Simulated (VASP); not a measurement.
Wanted: the native input for a VASP 6.6.1 run.

```
Task                   : relaxation of cell and atoms
Functional             : PBE
Dispersion             : D3(BJ)
Potentials or basis    : VASP PAW PBE potentials, release 64 (Bi_d, Te)
Cutoff                 : 600 eV
k mesh                 : 6 × 6 × 6
Occupations            : gaussian, width 0.02 eV
Spin                   : no spin polarisation
Ladder                 : gaps
Further INCAR settings : ALGO = Fast; EDIFF = 1e-06; IBRION = 2; EDIFFG = -0.01; NSW = 40; ISIF = 3
```

The structure of Bi2Te3 (Tellurobismuthite) lies in POSCAR:

```
Bi2Te3
1.0
    2.1930000000      1.2661291403     10.1656666667
   -2.1930000000      1.2661291403     10.1656666667
    0.0000000000     -2.5322582807     10.1656666667
Bi Te
2 3
Direct
    0.6000000000      0.6000000000      0.6000000000
    0.4000000000      0.4000000000      0.4000000000
    0.7905000000      0.7905000000      0.7905000000
    0.2095000000      0.2095000000      0.2095000000
    0.0000000000      0.0000000000      0.0000000000
```

One way to write it, as run:

INCAR

```
ALGO = Fast
EDIFF = 1E-6
EDIFFG = -0.01
ENCUT = 600
GGA = PE
IBRION = 2
ISIF = 3
ISMEAR = 0
IVDW = 12
KPAR = 2
LASPH = T
LCHARG = F
LREAL = F
LWAVE = F
NELM = 60
NSW = 40
PREC = Accurate
SIGMA = 0.02
```

KPOINTS

```
k-points
0
Gamma
  6 6 6
```

Potentials or basis: VASP PAW PBE potentials, release 64 (Bi_d, Te).

Command:

```bash
$ cat potpaw_PBE.64/Bi_d/POTCAR potpaw_PBE.64/Te/POTCAR > POTCAR
$ mpirun -np 2 vasp_std > vasp.out
```

Results of the run:

| Property | Result |
| --- | --- |
| Relaxed volume | 33.66 Å³/atom |
| Relaxed cell | a = 10.416 Å, b = 10.416 Å, c = 10.416 Å, α = 24.31°, β = 24.31°, γ = 24.31° |
| Space group after relaxing (to 0.05 Å) | R-3m (No. 166) |
| Energy gained by relaxing | 0.3 meV/atom |
| Ionic steps | 7 |
| Pressure after relaxing | 0.0 GPa |
| Largest force after relaxing | 0.010 eV/Å |
| Band gap on the k mesh | 0.26 eV, direct |
| Dispersion energy per atom | -0.450 eV |

Caveat: spin-orbit coupling is left out, which as a rule narrows the gap of such compounds by several tenths of an eV.

Run time: 22 min on 2 MPI ranks on AMD EPYC 9R45 96-Core Processor (Zen 5), on a shared host, peak memory 1.3 GiB a rank.
